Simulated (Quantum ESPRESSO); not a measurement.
**Magnetic state of MnS (Browneite) from several starts**

Does MnS (Browneite) prefer parallel or opposed moments, or none?

Calculated with Quantum ESPRESSO 7.5; PBE with U = 4 eV on Mn d (ortho-atomic projectors); plane waves with GBRV 1.5 PBE potentials, no spin-orbit coupling.

## 1. The structure

It takes space group F-43m (No. 216, cubic). Conventional cell: a = 5.600 Å, b = 5.600 Å, c = 5.600 Å, α = 90.00°, β = 90.00°, γ = 90.00°. Mn has 4 S at 2.42 Å nearest. Nearest to S lie 4 Mn at 2.42 Å. Farther neighbours and most contacts between anions are not listed.

The cell comes from the Crystallography Open Database.

## 2. Run 1 (ferro +)

The signs are those of the starting moments on the seeded atoms, the atoms that are given a moment.

The input, pw.in:

```
&CONTROL
  calculation = 'scf'
  prefix = 'pwscf'
  outdir = './tmp'
  pseudo_dir = './pseudo'
  disk_io = 'nowf'
/
&SYSTEM
  ibrav = 0
  celldm(1) = 8
  nat = 2
  ntyp = 2
  ecutwfc = 40
  ecutrho = 280
  nbnd = 19
  occupations = 'smearing'
  smearing = 'fd'
  degauss = 0.00367493
  nspin = 2
  starting_magnetization(1) = 0.3
  starting_magnetization(2) = 0
/
&ELECTRONS
  conv_thr = 4d-09
  electron_maxstep = 150
  mixing_beta = 0.3
/
ATOMIC_SPECIES
Mn     54.9380 mn_pbe_v1.5.uspp.F.UPF
S      32.0600 s_pbe_v1.4.uspp.F.UPF
CELL_PARAMETERS alat
   0.0000000000000    0.6614041436190    0.6614041436190
   0.6614041436190    0.0000000000000    0.6614041436190
   0.6614041436190    0.6614041436190    0.0000000000000
ATOMIC_POSITIONS crystal
Mn      0.0000000000    0.0000000000    0.0000000000
S       0.2500000000    0.2500000000    0.2500000000
K_POINTS automatic
8 8 8 0 0 0
HUBBARD {ortho-atomic}
U Mn-3d 4.0000
```

Command:

```bash
> OMP_NUM_THREADS=1 mpirun -n 4 pw.x -nk 4 -in pw.in > pw.out
```

The program printed:

```text
Program PWSCF v.7.5 starts

     Message from routine setup:
     using ibrav=0 with symmetry is DISCOURAGED, use correct ibrav instead

     K-points division:     npool     =       4
     Subspace diagonalization in iterative solution of the eigenvalue problem:

     G-vector sticks info
     --------------------
     sticks:   dense  smooth     PW     G-vecs:    dense   smooth      PW
     Sum        1069     613    199                23409    10081    1807

     Using Slab Decomposition

     bravais-lattice index     =            0
     lattice parameter (alat)  =       8.0000  a.u.
     unit-cell volume          =     296.2789 (a.u.)^3
     number of atoms/cell      =            2
     number of atomic types    =            2
     number of electrons       =        21.00
     number of Kohn-Sham states=           19
     kinetic-energy cutoff     =      40.0000  Ry
     charge density cutoff     =     280.0000  Ry
     scf convergence threshold =      4.0E-09
     mixing beta               =       0.3000
     number of iterations used =            8  plain     mixing
     Exchange-correlation=  SLA  PW   PBX  PBC
                           (   1   4   3   4   0   0   0)
     Hubbard projectors: ortho-atomic
     Hubbard parameters of DFT+U (Dudarev formulation) in eV:
     U(Mn-3d) =  4.0000

     Internal variables: lda_plus_u =T, lda_plus_u_kind = 0

     Internal variables: orbital_resolved =F, hub_pot_fix =F, apply_U = F

     celldm(1)=   8.000000  celldm(2)=   0.000000  celldm(3)=   0.000000
     celldm(4)=   0.000000  celldm(5)=   0.000000  celldm(6)=   0.000000

     crystal axes: (cart. coord. in units of alat)
               a(1) = (   0.000000   0.661404   0.661404 )
               a(2) = (   0.661404   0.000000   0.661404 )
               a(3) = (   0.661404   0.661404   0.000000 )

     reciprocal axes: (cart. coord. in units 2 pi/alat)
               b(1) = ( -0.755967  0.755967  0.755967 )
               b(2) = (  0.755967 -0.755967  0.755967 )
               b(3) = (  0.755967  0.755967 -0.755967 )

     PseudoPot. # 1 for Mn read from file:
     mn_pbe_v1.5.uspp.F.UPF
     Pseudo is Ultrasoft + core correction, Zval = 15.0
     Generated by new atomic code, or converted to UPF format
     Using radial grid of  859 points,  6 beta functions with:
                l(1) =   0
                l(2) =   0
                l(3) =   1
                l(4) =   1
                l(5) =   2
                l(6) =   2
     Q(r) pseudized with  8 coefficients,  rinner =    0.950   0.950   0.950
                                                       0.950   0.950

     PseudoPot. # 2 for S  read from file:
     s_pbe_v1.4.uspp.F.UPF
     Pseudo is Ultrasoft + core correction, Zval =  6.0
     Generated by new atomic code, or converted to UPF format
     Using radial grid of  907 points,  6 beta functions with:
                l(1) =   0
                l(2) =   0
                l(3) =   1
                l(4) =   1
                l(5) =   2
                l(6) =   2
     Q(r) pseudized with  8 coefficients,  rinner =    1.300   1.300   1.300
                                                       1.300   1.300

     atomic species   valence    mass     pseudopotential
     Mn               15.00    54.93800     Mn( 1.00)
     S                 6.00    32.06000     S ( 1.00)

     Starting magnetic structure
     atomic species   magnetization
     Mn              0.300
     S               0.000

     24 Sym. Ops. (no inversion) found

   Cartesian axes

     site n.     atom                  positions (alat units)
         1        Mn     tau(   1) = (   0.0000000   0.0000000   0.0000000  )
         2        S      tau(   2) = (   0.3307021   0.3307021   0.3307021  )

     number of k points=    29  Fermi-Dirac smearing, width (Ry)=  0.0037
                       cart. coord. in units 2pi/alat
        k(    1) = (   0.0000000   0.0000000   0.0000000), wk =   0.0019531
        k(    2) = (   0.0944959   0.0944959  -0.0944959), wk =   0.0156250
        k(    3) = (   0.1889919   0.1889919  -0.1889919), wk =   0.0156250
        k(    4) = (   0.2834878   0.2834878  -0.2834878), wk =   0.0156250
        k(    5) = (  -0.3779837  -0.3779837   0.3779837), wk =   0.0078125
        [... 24 further k-points ...]

     Dense  grid:    23409 G-vectors     FFT dimensions: (  40,  40,  40)

     Smooth grid:    10081 G-vectors     FFT dimensions: (  32,  32,  32)

     Check: negative core charge=   -0.000032
     Generating pointlists ...
     new r_m :   0.2363 (alat units)  1.8902 (a.u.) for type    1
     new r_m :   0.2363 (alat units)  1.8902 (a.u.) for type    2

     Initial potential from superposition of free atoms

     starting charge      20.4999, renormalised to      21.0000

     STARTING HUBBARD OCCUPATIONS:

     =================== HUBBARD OCCUPATIONS ===================
     ------------------------ ATOM    1 ------------------------
     Tr[ns(  1)] (up, down, total) =   5.00000  0.00000  5.00000
     Atomic magnetic moment for atom   1 =   5.00000
     [... lines left out ...]
     Number of occupied Hubbard levels =    5.0000

     Atomic wfc used for Hubbard projectors are orthogonalized

     Starting wfcs are   17 randomized atomic wfcs +    2 random wfcs

     Self-consistent Calculation

     iteration #  1     ecut=    40.00 Ry     beta= 0.30
     Davidson diagonalization with overlap
     ethr =  1.00E-02,  avg # of iterations =  6.5

     =================== HUBBARD OCCUPATIONS ===================
     ------------------------ ATOM    1 ------------------------
     Tr[ns(  1)] (up, down, total) =   4.83253  0.14032  4.97286
     Atomic magnetic moment for atom   1 =   4.69221
     [... lines left out ...]
     Number of occupied Hubbard levels =    4.9729

     total energy              =    -235.22829201 Ry
     estimated scf accuracy    <       0.51735992 Ry

     total magnetization       =     5.00 Bohr mag/cell
     absolute magnetization    =     5.00 Bohr mag/cell

     iteration #  2     ecut=    40.00 Ry     beta= 0.30
     Davidson diagonalization with overlap
     ethr =  2.46E-03,  avg # of iterations =  1.6

     total energy              =    -235.31902553 Ry
     estimated scf accuracy    <       0.02393307 Ry

     total magnetization       =     5.00 Bohr mag/cell
     absolute magnetization    =     5.00 Bohr mag/cell

     iteration #  3     ecut=    40.00 Ry     beta= 0.30
     Davidson diagonalization with overlap
     ethr =  1.14E-04,  avg # of iterations =  4.5

     negative rho (up, down):  0.000E+00 5.358E-04

     total energy              =    -235.32701940 Ry
     estimated scf accuracy    <       0.00987619 Ry

     total magnetization       =     5.00 Bohr mag/cell
     absolute magnetization    =     5.00 Bohr mag/cell

     [... further iterations left out ...]

     iteration #  7     ecut=    40.00 Ry     beta= 0.30
     Davidson diagonalization with overlap
     ethr =  1.15E-07,  avg # of iterations =  2.2

     negative rho (up, down):  0.000E+00 5.961E-04

     total energy              =    -235.32788496 Ry
     estimated scf accuracy    <       0.00002223 Ry

     total magnetization       =     5.00 Bohr mag/cell
     absolute magnetization    =     5.00 Bohr mag/cell

     iteration #  8     ecut=    40.00 Ry     beta= 0.30
     Davidson diagonalization with overlap
     ethr =  1.06E-07,  avg # of iterations =  2.0

     negative rho (up, down):  0.000E+00 5.963E-04

     total energy              =    -235.32788979 Ry
     estimated scf accuracy    <       0.00000015 Ry

     total magnetization       =     5.00 Bohr mag/cell
     absolute magnetization    =     5.00 Bohr mag/cell

     iteration #  9     ecut=    40.00 Ry     beta= 0.30
     Davidson diagonalization with overlap
     ethr =  7.09E-10,  avg # of iterations =  3.8

     negative rho (up, down):  0.000E+00 5.958E-04

     total energy              =    -235.32788996 Ry
     estimated scf accuracy    <       0.00000009 Ry

     total magnetization       =     5.00 Bohr mag/cell
     absolute magnetization    =     5.00 Bohr mag/cell

     iteration # 10     ecut=    40.00 Ry     beta= 0.30
     Davidson diagonalization with overlap
     ethr =  4.10E-10,  avg # of iterations =  2.0

     negative rho (up, down):  0.000E+00 5.955E-04

     Magnetic moment per site  (integrated on atomic sphere of radius R)
     atom   1 (R=0.236)  charge= 12.9056  magn=  4.3638
     atom   2 (R=0.236)  charge=  4.2534  magn=  0.0486

     End of self-consistent calculation

     =================== HUBBARD OCCUPATIONS ===================
     ------------------------ ATOM    1 ------------------------
     Tr[ns(  1)] (up, down, total) =   4.95751  0.26085  5.21835
     Atomic magnetic moment for atom   1 =   4.69666
     [... lines left out ...]
     Number of occupied Hubbard levels =    5.2184

     [... lines left out ...]
     the Fermi energy is     7.8006 ev

!    total energy              =    -235.32789003 Ry
     estimated scf accuracy    <          1.3E-09 Ry
     smearing contrib. (-TS)   =      -0.00000000 Ry
     internal energy E=F+TS    =    -235.32789002 Ry

     The total energy is F=E-TS. E is the sum of the following terms:
     one-electron contribution =    -157.74961413 Ry
     hartree contribution      =      84.32498788 Ry
     xc contribution           =     -35.22654626 Ry
     ewald contribution        =    -126.71880431 Ry
     Hubbard energy            =       0.04208680 Ry

     total magnetization       =     5.00 Bohr mag/cell
     absolute magnetization    =     5.00 Bohr mag/cell

     convergence has been achieved in  10 iterations

=------------------------------------------------------------------------------=
   JOB DONE.
=------------------------------------------------------------------------------=
```

The job ended after 5.5 s (4 MPI ranks of Intel Xeon 6975P-C (Granite Rapids), shared host; peak memory 0.37 GiB; 21 s of CPU time).

Spin moment in the atom's sphere by atom:

| atom | spin moment in the atom's sphere (μB) |
| --- | --- |
| Mn1 | 4.36 |
| S2 | 0.05 |

Read from the output:

| Quantity | Value |
| --- | --- |
| smearing term TS | 3.59e-8 eV |
| magnetization | 5 μB |
| absolute magnetization | 5 μB |
| final state | ferromagnetic |

## 3. Start 2: antiferro q=(0,1/2,1/2) +−

This order needs a doubled cell of 4 atoms. The wavevector q is in fractions of the reciprocal vectors of the crystal's primitive cell, as the cells of these inputs are built from it; moments change sign between cells as cos(2π q·R).

The input, pw.in:

```
&CONTROL
  calculation = 'scf'
  prefix = 'pwscf'
  outdir = './tmp'
  pseudo_dir = './pseudo'
  disk_io = 'nowf'
/
&SYSTEM
  ibrav = 0
  celldm(1) = 8
  nat = 4
  ntyp = 3
  ecutwfc = 40
  ecutrho = 280
  nbnd = 30
  occupations = 'smearing'
  smearing = 'fd'
  degauss = 0.00367493
  nspin = 2
  starting_magnetization(1) = 0.3
  starting_magnetization(2) = -0.3
  starting_magnetization(3) = 0
/
&ELECTRONS
  conv_thr = 8d-09
  electron_maxstep = 150
  mixing_beta = 0.3
/
ATOMIC_SPECIES
Mn1    54.9380 mn_pbe_v1.5.uspp.F.UPF
Mn2    54.9380 mn_pbe_v1.5.uspp.F.UPF
S      32.0600 s_pbe_v1.4.uspp.F.UPF
CELL_PARAMETERS alat
   0.0000000000000    0.6614041436190    0.6614041436190
   1.3228082872380    0.0000000000000    1.3228082872380
   1.3228082872380    0.6614041436190    0.6614041436190
ATOMIC_POSITIONS crystal
Mn1     0.0000000000    0.0000000000    0.0000000000
Mn2     0.0000000000    0.5000000000    0.0000000000
S       0.2500000000    0.0000000000    0.2500000000
S       0.2500000000    0.5000000000    0.2500000000
K_POINTS automatic
8 4 8 0 0 0
HUBBARD {ortho-atomic}
U Mn1-3d 4.0000
U Mn2-3d 4.0000
```

The program printed:

```text
[banner, memory and clock lines left out]
Program PWSCF v.7.5 starts

     Message from routine setup:
     using ibrav=0 with symmetry is DISCOURAGED, use correct ibrav instead

     bravais-lattice index     =            0
     lattice parameter (alat)  =       8.0000  a.u.
     unit-cell volume          =     592.5578 (a.u.)^3
     number of atoms/cell      =            4
     number of atomic types    =            3
     number of electrons       =        42.00
     number of Kohn-Sham states=           30
     kinetic-energy cutoff     =      40.0000  Ry
     charge density cutoff     =     280.0000  Ry
     scf convergence threshold =      8.0E-09
     mixing beta               =       0.3000
     number of iterations used =            8  plain     mixing
     Exchange-correlation=  SLA  PW   PBX  PBC
                           (   1   4   3   4   0   0   0)
     Hubbard projectors: ortho-atomic
     Hubbard parameters of DFT+U (Dudarev formulation) in eV:
     U(Mn1-3d) =  4.0000
     U(Mn2-3d) =  4.0000

     Internal variables: lda_plus_u =T, lda_plus_u_kind = 0

     Internal variables: orbital_resolved =F, hub_pot_fix =F, apply_U = F

     celldm(1)=   8.000000  celldm(2)=   0.000000  celldm(3)=   0.000000
     celldm(4)=   0.000000  celldm(5)=   0.000000  celldm(6)=   0.000000

     crystal axes: (cart. coord. in units of alat)
               a(1) = (   0.000000   0.661404   0.661404 )
               a(2) = (   1.322808   0.000000   1.322808 )
               a(3) = (   1.322808   0.661404   0.661404 )

     reciprocal axes: (cart. coord. in units 2 pi/alat)
               b(1) = ( -0.755967  0.755967  0.755967 )
               b(2) = (  0.000000 -0.755967  0.755967 )
               b(3) = (  0.755967  0.755967 -0.755967 )

     PseudoPot. # 1 for Mn read from file:
     mn_pbe_v1.5.uspp.F.UPF
     Pseudo is Ultrasoft + core correction, Zval = 15.0

     PseudoPot. # 2 for Mn read from file:
     mn_pbe_v1.5.uspp.F.UPF
     Pseudo is Ultrasoft + core correction, Zval = 15.0

     PseudoPot. # 3 for S  read from file:
     s_pbe_v1.4.uspp.F.UPF
     Pseudo is Ultrasoft + core correction, Zval =  6.0

     atomic species   valence    mass     pseudopotential
     Mn1              15.00    54.93800     Mn( 1.00)
     Mn2              15.00    54.93800     Mn( 1.00)
     S                 6.00    32.06000     S ( 1.00)

     Starting magnetic structure
     atomic species   magnetization
     Mn1             0.300
     Mn2            -0.300
     S               0.000

      8 Sym. Ops. (no inversion) found

   Cartesian axes

     site n.     atom                  positions (alat units)
         1        Mn1    tau(   1) = (   0.0000000   0.0000000   0.0000000  )
         2        Mn2    tau(   2) = (   0.6614041   0.0000000   0.6614041  )
         3        S      tau(   3) = (   0.3307021   0.3307021   0.3307021  )
         4        S      tau(   4) = (   0.9921062   0.3307021   0.9921062  )

     number of k points=    39  Fermi-Dirac smearing, width (Ry)=  0.0037
                       cart. coord. in units 2pi/alat
        k(    1) = (   0.0000000   0.0000000   0.0000000), wk =   0.0039062
        k(    2) = (   0.0944959   0.0944959  -0.0944959), wk =   0.0312500
        k(    3) = (   0.1889919   0.1889919  -0.1889919), wk =   0.0312500
        k(    4) = (   0.2834878   0.2834878  -0.2834878), wk =   0.0312500
        k(    5) = (  -0.3779837  -0.3779837   0.3779837), wk =   0.0078125
        [... 34 further k-points ...]

     Dense  grid:    46901 G-vectors     FFT dimensions: (  40,  80,  72)

     Smooth grid:    20215 G-vectors     FFT dimensions: (  32,  64,  54)

     Check: negative core charge=   -0.000033
     Generating pointlists ...
     new r_m :   0.2363 (alat units)  1.8902 (a.u.) for type    1
     new r_m :   0.2363 (alat units)  1.8902 (a.u.) for type    2
     new r_m :   0.2363 (alat units)  1.8902 (a.u.) for type    3

     Initial potential from superposition of free atoms

     starting charge      40.9998, renormalised to      42.0000

     STARTING HUBBARD OCCUPATIONS:

     =================== HUBBARD OCCUPATIONS ===================
     ------------------------ ATOM    1 ------------------------
     Tr[ns(  1)] (up, down, total) =   5.00000  0.00000  5.00000
     Atomic magnetic moment for atom   1 =   5.00000
     [... lines left out ...]
     ------------------------ ATOM    2 ------------------------
     Tr[ns(  2)] (up, down, total) =   0.00000  5.00000  5.00000
     Atomic magnetic moment for atom   2 =  -5.00000
     [... lines left out ...]
     Number of occupied Hubbard levels =   10.0000

     Atomic wfc used for Hubbard projectors are orthogonalized

     Starting wfcs are   34 randomized atomic wfcs

     Self-consistent Calculation

     iteration #  1     ecut=    40.00 Ry     beta= 0.30
     Davidson diagonalization with overlap
     ethr =  1.00E-02,  avg # of iterations =  4.3

     =================== HUBBARD OCCUPATIONS ===================
     ------------------------ ATOM    1 ------------------------
     Tr[ns(  1)] (up, down, total) =   4.80931  0.16998  4.97930
     Atomic magnetic moment for atom   1 =   4.63933
     [... lines left out ...]
     ------------------------ ATOM    2 ------------------------
     Tr[ns(  2)] (up, down, total) =   0.17000  4.80936  4.97935
     Atomic magnetic moment for atom   2 =  -4.63936
     [... lines left out ...]
     Number of occupied Hubbard levels =    9.9587

     total energy              =    -470.46084001 Ry
     estimated scf accuracy    <       1.05234540 Ry

     total magnetization       =    -0.00 Bohr mag/cell
     absolute magnetization    =     9.52 Bohr mag/cell

     iteration #  2     ecut=    40.00 Ry     beta= 0.30
     Davidson diagonalization with overlap
     ethr =  2.51E-03,  avg # of iterations =  2.0

     total energy              =    -470.64657443 Ry
     estimated scf accuracy    <       0.05167058 Ry

     total magnetization       =     0.00 Bohr mag/cell
     absolute magnetization    =     9.63 Bohr mag/cell

     [... further iterations left out ...]

     iteration # 12     ecut=    40.00 Ry     beta= 0.30
     Davidson diagonalization with overlap
     ethr =  1.55E-09,  avg # of iterations =  2.0

     negative rho (up, down):  4.588E-04 4.588E-04

     total energy              =    -470.67100499 Ry
     estimated scf accuracy    <       0.00000006 Ry

     total magnetization       =    -0.00 Bohr mag/cell
     absolute magnetization    =     9.66 Bohr mag/cell

     iteration # 13     ecut=    40.00 Ry     beta= 0.30
     Davidson diagonalization with overlap
     ethr =  1.41E-10,  avg # of iterations =  4.0

     negative rho (up, down):  4.587E-04 4.587E-04

     Magnetic moment per site  (integrated on atomic sphere of radius R)
     atom   1 (R=0.236)  charge= 12.9108  magn=  4.2928
     atom   2 (R=0.236)  charge= 12.9108  magn= -4.2928
     atom   3 (R=0.236)  charge=  4.2449  magn=  0.0000
     atom   4 (R=0.236)  charge=  4.2449  magn=  0.0000

     End of self-consistent calculation

     =================== HUBBARD OCCUPATIONS ===================
     ------------------------ ATOM    1 ------------------------
     Tr[ns(  1)] (up, down, total) =   4.94711  0.30729  5.25439
     Atomic magnetic moment for atom   1 =   4.63982
     [... lines left out ...]
     ------------------------ ATOM    2 ------------------------
     Tr[ns(  2)] (up, down, total) =   0.30729  4.94711  5.25439
     Atomic magnetic moment for atom   2 =  -4.63982
     [... lines left out ...]
     Number of occupied Hubbard levels =   10.5088

     [... lines left out ...]
     the Fermi energy is     7.3744 ev

!    total energy              =    -470.67100503 Ry
     estimated scf accuracy    <          5.3E-10 Ry
     smearing contrib. (-TS)   =      -0.00000000 Ry
     internal energy E=F+TS    =    -470.67100503 Ry

     The total energy is F=E-TS. E is the sum of the following terms:
     one-electron contribution =    -315.59231138 Ry
     hartree contribution      =     168.67861043 Ry
     xc contribution           =     -70.41873573 Ry
     ewald contribution        =    -253.43760863 Ry
     Hubbard energy            =       0.09904027 Ry

     total magnetization       =     0.00 Bohr mag/cell
     absolute magnetization    =     9.66 Bohr mag/cell

     convergence has been achieved in  13 iterations
```

Run time: 37 s. Hardware: 4 MPI ranks; peak memory 0.71 GiB; 2.4 min of CPU time.

Spin moment in the atom's sphere by atom:

```csv
atom,spin moment in the atom's sphere (μB)
Mn1,4.29
Mn2,-4.29
S3,0.00
S4,0.00
```

This step gave:

- smearing term TS: 5.78e-13 eV
- magnetization: 0 μB
- absolute magnetization: 9.664 μB
- final state: antiferromagnetic

(Part 1 of 2 ends here.)

[Logs and program files are shortened in this print: banners, set-up blocks, solver, clock and traceback lines can be left out without a mark of their own.]

[Logs are printed without paths, hosts, clocks, repeated set-up lines and the standing remarks that a program may print on its own settings, such as how far it seeks lower states.]

[Hosts, paths, dates, database ids (printed as entryN), source tags and the programs' standing remarks are cut or masked in the printed files.]

[Where a cell is said to come from a database of computed structures, the database is the Materials Project.]
